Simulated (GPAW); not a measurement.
# free-standing triangular Ni monolayer, spacing 2.976 A: which magnetic order is lowest

Wanted: the moments of free-standing triangular Ni monolayer, spacing 2.976 A and the energy of each order that was tried.

Main program and level: GPAW 26.7.0; RPBE; plane waves with GPAW's PAW setups, scalar-relativistic.

### 1. Set-up

The cell holds 1 atom: 1 Ni. Cell: a = 2.976 Å, b = 2.976 Å, c = 14.000 Å, α = 90.0°, β = 90.0°, γ = 120.0°. model lattice. Vacuum lies along c.

### 2. Start 1: ferro +

The parallel start comes first: it fits the smallest cell, keeps the most symmetry and shows whether parallel moments form.

The input, order1.py:

```python
import json
import numpy as np
from ase import Atoms
from ase.parallel import paropen, parprint
from gpaw import GPAW

atoms = Atoms(['Ni'],
    cell=[[2.976, 0.0, 0.0],
         [-1.488, 2.577292, 0.0],
         [0.0, 0.0, 14.0]],
    scaled_positions=[[0.0, 0.0, 0.5]],
    pbc=True,
    magmoms=[1.0])
atoms.calc = GPAW(mode={'name': 'pw', 'ecut': 440.0},
    xc='RPBE',
    kpts={'size': (10, 10, 1), 'gamma': True},
    occupations={'name': 'fermi-dirac', 'width': 0.05},
    convergence={'density': 1e-05, 'energy': 1e-05},
    maxiter=200,
    symmetry={'tolerance': 1e-4},
    txt='order1.txt')
e = atoms.get_potential_energy(force_consistent=True)
res = {'free_energy': e, 'energy_sigma0': atoms.get_potential_energy(), 'fermi_energy': atoms.calc.get_fermi_level()}
res['moments'] = atoms.get_magnetic_moments().tolist()
res['total'] = atoms.get_magnetic_moment()
parprint('site moments (muB):', np.round(res['moments'], 3))
parprint(f"total moment: {res['total']:.3f} muB")
parprint(f'free energy: {e:.6f} eV')
atoms.calc.write('order1.gpw')
with paropen('results.json', 'w') as f:
    json.dump(res, f)
```

Run with:

```bash
$ OMP_NUM_THREADS=1 python3 order1.py > order1.log
```

Numbers of over 12 decimals in the logs are rounded to 6 here.

What it wrote:

```text
site moments (muB): [1.11]
total moment: 1.083 muB
free energy: -4.671177 eV

--- order1.txt ---
Input parameters:
  mode=PW(ecut=440.0),
  convergence={'density': 1e-05, 'energy': 1e-05},
  kpts=MonkhorstPack(size=(10, 10, 1), gamma=True),
  maxiter=200,
  occupations=Occupations(name='fermi-dirac', width=0.05),
  symmetry=Symmetry(tolerance=0.0001),
  xc=XC(name='RPBE')

Diagonalizing LCAO Hamiltonian
Converting LCAO to pw mode

       Ni

Atoms  # Å, Bohr magnetons
|   | symbol |        x |        y |        z |    initial magnetic moments |
|---|--------|----------|----------|----------|-----------------------------|
| 0 |     Ni | 0.000000 | 0.000000 | 7.000000 | ( 0.0000,  0.0000,  1.0000) |

Unit cell  # Å
| periodic |         x |        y |         z |   lengths |     angles |
|----------|-----------|----------|-----------|-----------|------------|
|      yes |  2.976000 | 0.000000 |  0.000000 |  2.976000 |  90.000000 |
|      yes | -1.488000 | 2.577292 |  0.000000 |  2.976000 |  90.000000 |
|      yes |  0.000000 | 0.000000 | 14.000000 | 14.000000 | 119.999996 |

Number of symmetries: 24

BZ-sampling:
  Number of BZ points: 100
  Number of IBZ points: 14

  Monkhorst-Pack size: [10, 10, 1]
  Monkhorst-Pack shift: [0.05, 0.05, 0.0]

K-points  # in reciprocal-cell coordinates
|     |                                coordinates |     weight |
|-----|--------------------------------------------|------------|
|   0 | (  0.00000000,   0.00000000,   0.00000000) | 0.01000000 |
|   1 | (  0.10000000,   0.00000000,   0.00000000) | 0.06000000 |
|   2 | (  0.20000000,  -0.10000000,   0.00000000) | 0.06000000 |
|   3 | (  0.20000000,   0.00000000,   0.00000000) | 0.06000000 |
|   4 | (  0.30000000,  -0.10000000,   0.00000000) | 0.12000000 |
|   5 | (  0.30000000,   0.00000000,   0.00000000) | 0.06000000 |
|   6 | (  0.40000000,  -0.20000000,   0.00000000) | 0.06000000 |
|   7 | (  0.40000000,  -0.10000000,   0.00000000) | 0.12000000 |
|   8 | (  0.40000000,   0.00000000,   0.00000000) | 0.06000000 |
|   9 | (  0.40000000,   0.30000000,   0.00000000) | 0.06000000 |
| ... |                                            |            |
|  13 | (  0.50000000,   0.50000000,   0.00000000) | 0.03000000 |

Plane wave coefficients: 2265
Cutoff: 440.000000 eV

Spin-components: 2 (collinear spins)
Bands:           12
Projectors:      6
Spin-degeneracy: 1
Datatype:        complex128

Parallelization:
  kpt:    1
  domain: 1
  band:   1

Density:
  Valence electrons: 16.0
  Components: 2
  Grid points: [15 15 70]
  Charge: 0.0  # |e|

Potential:
  Grid points: [15 15 70]

species:
  Ni:
    name:    Nickel
    Z:       28.0
    valence: 16
    core:    12
    charge:  0.0  # [|e|]
    compensation charges:
      type: gauss
      rc: 0.36  # [Å]
      lmax: 2
    cutoffs:
      filter: 2.14  # [Å]
      core: 1.98  # [Å]
    projectors
    | kind |    occ | energy [eV] | rcut [Å] |
    |------|--------|-------------|----------|
    |   4s |  2.000 |      -5.557 |    1.164 |
    |   3p |  6.000 |     -71.403 |    1.207 |
    |   4p |  0.000 |      -1.222 |    1.207 |
    |   3d |  8.000 |      -8.814 |    1.138 |
    |    s |        |      21.654 |    1.164 |
    |    d |        |      18.397 |    1.138 |

    Using partial waves for Ni as LCAO basis

Reference energy: -41373.514253  # eV

eigensolver:
  PPCG
  Converge bands: occupied
  niter=2

density mixing:
  MSR1-Mixer
  Pratt-step length: 0.05
  Maximum mixing coefficient: 0.75
  Old densities: 10
  SVD Regularization: 0.005
  Good broyden scale: 1.0
  Trust region scale: 1.0
  Backstep threshold: 4.0
  History deletion threshold: 6.0
  Fourier metric: weight=20.0, sigma=0.015

occupation numbers:
  Fermi-Dirac:
    width: 0.0500  # eV

poisson solver:
  ecut: 3520.000000  # eV

xc functional:
  name: RPBE with 2 nearest neighbor stencil

convergence criteria:
- Maximum integral of absolute [dens]ity change: 1e-05 electrons / valence electron
- Maximum [total energy] change in last 3 cyles: 1e-05 eV / valence electron
- Maximum integral of absolute [eigenst]ate change: 4e-08 eV^2 / valence electron
maximum number of iterations: 200

SCF iterations
|iter     |      energy | eigst |  dens |  magmom |
|---------|-------------|-------|-------|---------|
|iter:   1|       0s |   -5.784117 | +0.10 |       |  +1.0010|
|iter:   2|       1s |   -5.122289 | -1.11 | -0.82 |  +0.9751|
|iter:   3|       1s |   -4.600175 | -1.11 | -1.02 |  +0.9632|
|iter:   4|       2s |   -4.601193 | -2.36 | -1.60 |  +0.9733|
|iter:   5|       3s |   -4.614221 | -2.43 | -1.69 |  +1.0103|
|iter:   6|       3s |   -4.628265 | -2.87 | -2.05 |  +1.0444|
|iter:   7|       4s |   -4.647181 | -2.97 | -2.08 |  +1.0654|
|iter:   8|       5s |   -4.654899 | -3.19 | -2.17 |  +1.0789|
|iter:   9|       5s |   -4.654185 | -3.61 | -2.32 |  +1.0819|
|iter:  10|       6s |   -4.654919 | -4.02 | -2.85 |  +1.0834|
|iter:  11|       7s |   -4.655087 | -4.72 | -3.60 |  +1.0834|
|iter:  12|       7s |   -4.655150 | -5.30 | -3.70 |  +1.0829|
|iter:  13|       8s |   -4.655151c| -5.95 | -4.05 |  +1.0828|
|iter:  14|       9s |   -4.655144c| -6.45 | -4.59 |  +1.0829|
|iter:  15|       9s |   -4.655147c| -6.98 | -5.17c|  +1.0829|
|iter:  16|      10s |   -4.655146c| -7.34 | -5.92c|  +1.0829|
|iter:  17|      10s |   -4.655146c| -7.68c| -6.37c|  +1.0829|

Converged in 17 steps
Energy contributions relative to reference atoms: (reference = -41373.514253)

Energy contributions:
  Kinetic:           4.655650
  Coulomb:          -3.485053
  Zero:              0.132060
  External:          0.000000
  Xc:               -5.941772
  Entropy:          -0.032061
  Spinorbit:         0.000000
  ----------------------------
  Free energy:      -4.671177
  Extrapolated:     -4.655146

dipole moment: (-2.969384, -5.143124, 0.000001)  # |e|*Ang

Total magnetic moment: (0.000000, 0.000000, 1.082867)

Local magnetic moments
|        x |        y |        z |
|----------|----------|----------|
| 0.000000 | 0.000000 | 1.109501 |  # Ni   0

Fermi level: -3.418
Eigenvalues  # (at kpt = [0.000, 0.000, 0.000])
| band index |      eig [eV] | occ [0-1] |      eig [eV] | occ [0-1] |
|------------|---------------|-----------|---------------|-----------|
|          0 |       -67.079 |     1.000 |       -65.814 |     1.000 |
|          1 |       -67.079 |     1.000 |       -65.814 |     1.000 |
|          2 |       -67.007 |     1.000 |       -65.711 |     1.000 |
|          3 |        -7.284 |     1.000 |        -7.198 |     1.000 |
|          4 |        -4.978 |     1.000 |        -4.166 |     1.000 |
|          5 |        -4.978 |     1.000 |        -3.971 |     1.000 |
|          6 |        -4.726 |     1.000 |        -3.970 |     1.000 |
|          7 |        -4.726 |     1.000 |        -3.195 |     0.011 |
|          8 |        -4.705 |     1.000 |        -3.195 |     0.011 |
|          9 |        -1.747 |     0.000 |        -1.759 |     0.000 |
|         10 |         1.034 |     0.000 |         1.008 |     0.000 |
|         11 |         2.175 |     0.000 |         2.122 |     0.000 |

No gap
No difference between direct/indirect transitions
```

Elapsed: 13 s, on 1 MPI rank of AMD EPYC 9R14 (Zen 4), shared host; peak memory 0.18 GiB.

Numbers from this step:

| Item | Value |
| --- | --- |
| magnetization | 1.083 μB |
| final state | ferromagnetic |
| largest moment | 1.109 μB |

After 17 cycles the largest moment stands at 1.11 μB.

### 3. Run 2 (antiferro q=(0,1/2,0) +-)

Reversing part of the moments tests the sign of the couplings between them.

This order needs a doubled cell of 2 atoms. Its mesh is chosen so that both cells sample the same points.

order2.py is the script of step 2 with these lines changed:

```diff
@@ -6,12 +6,13 @@
 
-atoms = Atoms(['Ni'],
+atoms = Atoms(['Ni', 'Ni'],
     cell=[[2.976, 0.0, 0.0],
-         [-1.488, 2.577292, 0.0],
+         [-2.976, 5.154584, 0.0],
          [0.0, 0.0, 14.0]],
-    scaled_positions=[[0.0, 0.0, 0.5]],
+    scaled_positions=[[0.0, 0.0, 0.5],
+         [0.0, 0.5, 0.5]],
     pbc=True,
-    magmoms=[1.0])
+    magmoms=[1.0, -1.0])
 atoms.calc = GPAW(mode={'name': 'pw', 'ecut': 440.0},
     xc='RPBE',
-    kpts={'size': (10, 10, 1), 'gamma': True},
+    kpts={'size': (10, 5, 1), 'gamma': True},
     occupations={'name': 'fermi-dirac', 'width': 0.05},
@@ -20,3 +21,3 @@
     symmetry={'tolerance': 1e-4},
-    txt='order1.txt')
+    txt='order2.txt')
 e = atoms.get_potential_energy(force_consistent=True)
@@ -28,3 +29,3 @@
 parprint(f'free energy: {e:.6f} eV')
-atoms.calc.write('order1.gpw')
+atoms.calc.write('order2.gpw')
 with paropen('results.json', 'w') as f:
```

Run with:

```bash
$ OMP_NUM_THREADS=1 python3 order2.py > order2.log
```

What it wrote:

```text
site moments (muB): [ 0.942 -0.942]
total moment: 0.000 muB
free energy: -9.291726 eV

--- order2.txt ---
Input parameters:
  mode=PW(ecut=440.0),
  convergence={'density': 1e-05, 'energy': 1e-05},
  kpts=MonkhorstPack(size=(10, 5, 1), gamma=True),
  maxiter=200,
  occupations=Occupations(name='fermi-dirac', width=0.05),
  symmetry=Symmetry(tolerance=0.0001),
  xc=XC(name='RPBE')

Diagonalizing LCAO Hamiltonian
Converting LCAO to pw mode

         Ni
          Ni

Atoms  # Å, Bohr magnetons
|   | symbol |         x |        y |        z |    initial magnetic moments |
|---|--------|-----------|----------|----------|-----------------------------|
| 0 |     Ni |  0.000000 | 0.000000 | 7.000000 | ( 0.0000,  0.0000,  1.0000) |
| 1 |     Ni | -1.488000 | 2.577292 | 7.000000 | ( 0.0000,  0.0000, -1.0000) |

Unit cell  # Å
| periodic |         x |        y |         z |   lengths |     angles |
|----------|-----------|----------|-----------|-----------|------------|
|      yes |  2.976000 | 0.000000 |  0.000000 |  2.976000 |  90.000000 |
|      yes | -2.976000 | 5.154584 |  0.000000 |  5.952001 |  90.000000 |
|      yes |  0.000000 | 0.000000 | 14.000000 | 14.000000 | 119.999996 |

Number of symmetries: 4

BZ-sampling:
  Number of BZ points: 50
  Number of IBZ points: 26

  Monkhorst-Pack size: [10, 5, 1]
  Monkhorst-Pack shift: [0.05, 0.0, 0.0]

Plane wave coefficients: 4530
Cutoff: 440.000000 eV

Spin-components: 2 (collinear spins)
Bands:           24
Projectors:      12
Spin-degeneracy: 1
Datatype:        complex128

Parallelization:
  kpt:    1
  domain: 1
  band:   1

Density:
  Valence electrons: 32.0
  Components: 2
  Grid points: [15 30 70]
  Charge: 0.0  # |e|

Potential:
  Grid points: [15 30 70]

[... setups left out ...]
Reference energy: -82747.028506  # eV

eigensolver:
  PPCG
  Converge bands: occupied
  niter=2

density mixing:
  MSR1-Mixer
  Pratt-step length: 0.05
  Maximum mixing coefficient: 0.75
  Old densities: 10
  SVD Regularization: 0.005
  Good broyden scale: 1.0
  Trust region scale: 1.0
  Backstep threshold: 4.0
  History deletion threshold: 6.0
  Fourier metric: weight=20.0, sigma=0.015

occupation numbers:
  Fermi-Dirac:
    width: 0.0500  # eV

poisson solver:
  ecut: 3520.000000  # eV

xc functional:
  name: RPBE with 2 nearest neighbor stencil

convergence criteria:
- Maximum integral of absolute [dens]ity change: 1e-05 electrons / valence electron
- Maximum [total energy] change in last 3 cyles: 1e-05 eV / valence electron
- Maximum integral of absolute [eigenst]ate change: 4e-08 eV^2 / valence electron
maximum number of iterations: 200

SCF iterations
|iter     |      energy | eigst |  dens |  magmom |
|---------|-------------|-------|-------|---------|
|iter:   1|       0s |  -11.540269 | +0.09 |       |  +0.0000|
|iter:   2|       5s |  -10.152795 | -1.01 | -0.82 |  -0.0000|
|iter:   3|      10s |   -9.104478 | -1.02 | -0.99 |  +0.0000|
|iter:   4|      15s |   -9.103345 | -2.30 | -1.74 |  -0.0000|
|iter:   5|      19s |   -9.125785 | -2.53 | -1.75 |  +0.0000|
|iter:   6|      24s |   -9.165599 | -2.66 | -1.95 |  -0.0000|
|iter:   7|      29s |   -9.227785 | -2.36 | -2.04 |  +0.0004|
|iter:   8|      33s |   -9.335965 | -2.44 | -2.12 |  -0.0153|
|iter:   9|      38s |   -9.253655 | -2.86 | -1.26 |  +0.0000|
|iter:  10|      43s |   -9.250840 | -2.77 | -2.05 |  +0.0049|
|iter:  11|      47s |   -9.250305 | -3.17 | -1.60 |  -0.0021|
|iter:  12|      52s |   -9.253135 | -3.75 | -1.99 |  -0.0003|
|iter:  13|      57s |   -9.257026 | -3.53 | -2.43 |  -0.0004|
|iter:  14|      62s |   -9.258153 | -4.11 | -2.90 |  -0.0004|
|iter:  15|      66s |   -9.258289 | -3.77 | -2.89 |  -0.0003|
|iter:  16|      71s |   -9.258083c| -4.17 | -2.91 |  -0.0002|
|iter:  17|      76s |   -9.258214c| -4.98 | -3.14 |  -0.0001|
|iter:  18|      80s |   -9.258173c| -5.73 | -3.58 |  -0.0001|
|iter:  19|      85s |   -9.258171c| -6.39 | -3.93 |  -0.0000|
|iter:  20|      90s |   -9.258116c| -5.86 | -4.20 |  +0.0000|
|iter:  21|      94s |   -9.258076c| -5.97 | -4.01 |  +0.0001|
|iter:  22|      99s |   -9.258055c| -6.51 | -4.11 |  +0.0001|
|iter:  23|     104s |   -9.258057c| -7.16 | -4.22 |  +0.0000|
|iter:  24|     108s |   -9.258057c| -7.87c| -4.66 |  +0.0000|
|iter:  25|     111s |   -9.258060c| -7.70c| -5.47c|  +0.0000|

Converged in 25 steps
Energy contributions relative to reference atoms: (reference = -82747.028506)

Energy contributions:
  Kinetic:          11.099534
  Coulomb:          -7.860105
  Zero:              0.258797
  External:          0.000000
  Xc:              -12.722619
  Entropy:          -0.067332
  Spinorbit:         0.000000
  ----------------------------
  Free energy:      -9.291726
  Extrapolated:     -9.258060

dipole moment: (-5.918397, -10.250964, 0.000007)  # |e|*Ang

Total magnetic moment: (0.000000, 0.000000, 0.000014)

Local magnetic moments
|        x |        y |         z |
|----------|----------|-----------|
| 0.000000 | 0.000000 |  0.942388 |  # Ni   0
| 0.000000 | 0.000000 | -0.942362 |  # Ni   1

Fermi level: -2.987
Eigenvalues  # (at kpt = [0.000, 0.000, 0.000])
| band index |      eig [eV] | occ [0-1] |      eig [eV] | occ [0-1] |
|------------|---------------|-----------|---------------|-----------|
|          0 |       -66.760 |     1.000 |       -66.760 |     1.000 |
|        ... |               |           |               |           |
|          8 |        -4.817 |     1.000 |        -4.817 |     1.000 |
|          9 |        -4.430 |     1.000 |        -4.430 |     1.000 |
|         10 |        -4.165 |     1.000 |        -4.165 |     1.000 |
|         11 |        -3.955 |     1.000 |        -3.955 |     1.000 |
|         12 |        -3.796 |     1.000 |        -3.796 |     1.000 |
|         13 |        -3.508 |     1.000 |        -3.508 |     1.000 |
|         14 |        -3.426 |     1.000 |        -3.426 |     1.000 |
|         15 |        -3.027 |     0.692 |        -3.027 |     0.692 |
|         16 |        -2.957 |     0.357 |        -2.957 |     0.356 |
|         17 |        -1.647 |     0.000 |        -1.647 |     0.000 |
|         18 |        -1.151 |     0.000 |        -1.151 |     0.000 |
|         19 |         0.404 |     0.000 |         0.404 |     0.000 |
|         20 |         0.975 |     0.000 |         0.975 |     0.000 |
|         21 |         2.105 |     0.000 |         2.105 |     0.000 |
|         22 |         2.599 |     0.000 |         2.599 |     0.000 |
|         23 |         3.609 |     0.000 |         3.609 |     0.000 |

No gap
No difference between direct/indirect transitions
```

The job ended after 2 min (1 MPI rank; peak memory 0.32 GiB).

Read from the output:

```
magnetization  : 0 μB
final state    : antiferromagnetic
largest moment : 0.9424 μB
```

It lies 25.3 meV a seeded atom over the first start, and its largest moment is 0.942 μB against 1.11 μB.

### 4. Order 3, typed as no spin polarisation

This run holds no moments, which gives a state to set the others against.

The input, nospin.py:

```python
import json
import numpy as np
from ase import Atoms
from ase.parallel import paropen, parprint
from gpaw import GPAW

atoms = Atoms(['Ni'],
    cell=[[2.976, 0.0, 0.0],
         [-1.488, 2.577292, 0.0],
         [0.0, 0.0, 14.0]],
    scaled_positions=[[0.0, 0.0, 0.5]],
    pbc=True)
atoms.calc = GPAW(mode={'name': 'pw', 'ecut': 440.0},
    xc='RPBE',
    kpts={'size': (10, 10, 1), 'gamma': True},
    occupations={'name': 'fermi-dirac', 'width': 0.05},
    convergence={'density': 1e-05, 'energy': 1e-05},
    maxiter=200,
    symmetry={'tolerance': 1e-4},
    txt='nospin.txt')
e = atoms.get_potential_energy(force_consistent=True)
res = {'free_energy': e, 'energy_sigma0': atoms.get_potential_energy(), 'fermi_energy': atoms.calc.get_fermi_level()}
parprint(f'free energy: {e:.6f} eV')
atoms.calc.write('nospin.gpw')
with paropen('results.json', 'w') as f:
    json.dump(res, f)
```

Run with:

```bash
$ OMP_NUM_THREADS=1 python3 nospin.py > nospin.log
```

What it wrote:

```text
free energy: -4.499460 eV

--- nospin.txt ---
Input parameters:
  mode=PW(ecut=440.0),
  convergence={'density': 1e-05, 'energy': 1e-05},
  kpts=MonkhorstPack(size=(10, 10, 1), gamma=True),
  maxiter=200,
  occupations=Occupations(name='fermi-dirac', width=0.05),
  symmetry=Symmetry(tolerance=0.0001),
  xc=XC(name='RPBE')

Diagonalizing LCAO Hamiltonian
Converting LCAO to pw mode

       Ni

Atoms  # Å, Bohr magnetons
[...]
|------------|---------------|-----------|
|          0 |       -66.182 |     2.000 |
|          1 |       -66.182 |     2.000 |
|          2 |       -65.865 |     2.000 |
|          3 |        -7.143 |     2.000 |
|          4 |        -4.276 |     2.000 |
[...]
|          8 |        -3.608 |     0.657 |
|          9 |        -1.692 |     0.000 |
|         10 |         1.008 |     0.000 |
|         11 |         2.135 |     0.000 |

No gap
No difference between direct/indirect transitions


[key lines of the parts left out:]
Free energy:      -4.499460
Converged in 14 steps
dipole moment: (-2.950891, -5.111094, 0.000001)  # |e|*Ang
Fermi level: -3.644
```

Run time: 7.1 s. Hardware: 1 MPI rank; peak memory 0.15 GiB.

Read from the output:

```
final state : non-magnetic (no spin polarisation)
```

It lies 172 meV a seeded atom over the first start.

### 5. Ranking

These are free energies at a smearing of 0.05 eV, so its entropy term is in the differences. They are divided by the number of seeded atoms, so that cells of unlike size compare. Wavevectors q in the names are fractions of the reciprocal vectors of the first run's cell.

Orders:

```csv
start,final state,typed order kept,energy over the lowest (meV a seeded atom),largest site moment (μB),net moment (μB a primitive cell),mesh matched,CPU time (s)
ferro +,ferromagnetic,yes,0,1.109,1.083,yes,13.21
"antiferro q=(0,1/2,0) +-",antiferromagnetic,yes,25.31,0.9424,0,yes,119.1
no spin polarisation,non-magnetic,-,171.7,0,0,yes,7.03
```

### 6. What came out

```json
{
 "lowest state found": "ferromagnetic (typed ferro +)",
 "largest site moment": "1.11 μB",
 "next state": "antiferromagnetic, 25.3 meV a seeded atom higher",
 "energy gained by spin polarisation": "172 meV a seeded atom"
}
```

**Reading.** The lowest state found is ferromagnetic, reached from the start ferro +, with moments up to 1.11 μB. The next state costs 25 meV a seeded atom. This is the lowest of 3 finished starts, no proof of the ground state.

[Logs and program files are shortened in this print: banners, set-up blocks, solver, clock and traceback lines can be left out without a mark of their own.]

[Logs are printed without paths, hosts, clocks, repeated set-up lines and the standing remarks that a program may print on its own settings, such as how far it seeks lower states.]

[Hosts, paths, dates, database ids (printed as entryN), source tags and the programs' standing remarks are cut or masked in the printed files.]

[Where a cell is said to come from a database of computed structures, the database is the Materials Project.]
